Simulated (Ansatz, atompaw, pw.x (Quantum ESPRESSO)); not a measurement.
## What a changed setting does to a pw.x run (fcc Mo)

Potential: PAW, atompaw 4.2.0.5, LDA (PW92); core [Ar] 3d10, reference 4s2 4p6 4d5 5s1 5p0; waves: 4s (bound): rc 1.20 bohr; 5s (bound): rc 2.85 bohr; 4p (bound): rc 1.70 bohr; 5p (bound, empty): rc 2.85 bohr; 4d (bound): rc 2.50 bohr; 4d channel at 0.25 Ry: rc 2.85 bohr; 4f channel at -0.15 Ry: rc 2.85 bohr; local part: ultrasoft scheme with l = 4 at -0.5 Ry, radius 2.50 bohr; core correction: smooth core density matched at 2.05 bohr; augmentation: sinc compensation charge, radius 2.35 bohr; PAW radius 2.85 bohr; waves and projectors: custom polynom vanderbiltortho.

The reference run (k-mesh 14³, cutoffs 100/900 Ry, Fermi–Dirac 0.01 Ry, mixing_beta 0.4, conv_thr 1e-9, no spin) gives 0.03 GPa at 15.256 Å³/atom, where all-electron LAPW gives 0.23 GPa. This run, with its own iteration cap, changes degauss to 0.005.

```
&control
  calculation='scf', prefix='x', pseudo_dir='./', outdir='./tmp', tstress=.true., disk_io='none'
/
&system
  ibrav=0, nat=1, ntyp=1, ecutwfc=100, ecutrho=900, nbnd=15,
  occupations='smearing', smearing='fd', degauss=0.005
/
&electrons
  conv_thr=1e-09, mixing_beta=0.4, electron_maxstep=50
/
ATOMIC_SPECIES
Mo 1.0 Mo.UPF
CELL_PARAMETERS angstrom
  0.00000000 1.96850669 1.96850669
  1.96850669 0.00000000 1.96850669
  1.96850669 1.96850669 0.00000000
ATOMIC_POSITIONS crystal
Mo 0.0000 0.0000 0.0000
K_POINTS automatic
14 14 14 0 0 0
```

```bash
pw.x < Mo.scf.in > Mo.scf.out
```

How does the run end?

It converges in 7 iterations; the free energy moves by +26.6 meV/atom and the pressure by -0.51 GPa. In a metal, with Fermi–Dirac smearing, F lies below its zero-width value by a term in the square of the width.

```
Message from routine setup:
     using ibrav=0 with symmetry is DISCOURAGED, use correct ibrav instead
     lattice parameter (alat)  =       5.2608  a.u.
     unit-cell volume          =     102.9526 (a.u.)^3
     number of electrons       =        14.00
     number of Kohn-Sham states=           15
     kinetic-energy cutoff     =     100.0000  Ry
     charge density cutoff     =     900.0000  Ry
     scf convergence threshold =      1.0E-09
     Exchange-correlation= SLA PW NOGX NOGC
     number of k points=   104  Fermi-Dirac smearing, width (Ry)=  0.0050
     iteration #  1     ecut=   100.00 Ry     beta= 0.40
     total energy              =    -355.44933991 Ry
     estimated scf accuracy    <       0.16743577 Ry
     iteration #  2     ecut=   100.00 Ry     beta= 0.40
     total energy              =    -355.45820415 Ry
     estimated scf accuracy    <       0.01465192 Ry
     iteration #  3     ecut=   100.00 Ry     beta= 0.40
     total energy              =    -355.45946948 Ry
     estimated scf accuracy    <       0.00035450 Ry
     iteration #  4     ecut=   100.00 Ry     beta= 0.40
     total energy              =    -355.45965091 Ry
     estimated scf accuracy    <       0.00001508 Ry
     iteration #  5     ecut=   100.00 Ry     beta= 0.40
     total energy              =    -355.45965649 Ry
     estimated scf accuracy    <       0.00000349 Ry
     iteration #  6     ecut=   100.00 Ry     beta= 0.40
     total energy              =    -355.45965716 Ry
     estimated scf accuracy    <       0.00000004 Ry
     iteration #  7     ecut=   100.00 Ry     beta= 0.40
     the Fermi energy is    21.3444 ev
!    total energy              =    -355.45965718 Ry
     estimated scf accuracy    <          8.7E-10 Ry
     smearing contrib. (-TS)   =      -0.00124264 Ry
     The total energy is F=E-TS. E is the sum of the following terms:
     one-electron contribution =     -13.83778057 Ry
     hartree contribution      =      17.50874893 Ry
     xc contribution           =     -15.49127121 Ry
     ewald contribution        =    -120.78599714 Ry
     one-center paw contrib.   =    -222.85211455 Ry
     convergence has been achieved in   7 iterations
          total   stress  (Ry/bohr**3)                   (kbar)     P=       -4.82
     Message from routine punch:
     Nothing written, as per user request (disk_io='none')
```

The run took about 36 s on one core of a shared host (Intel(R) Xeon(R) Platinum 8488C, 192 threads, 744 GiB, load 49).
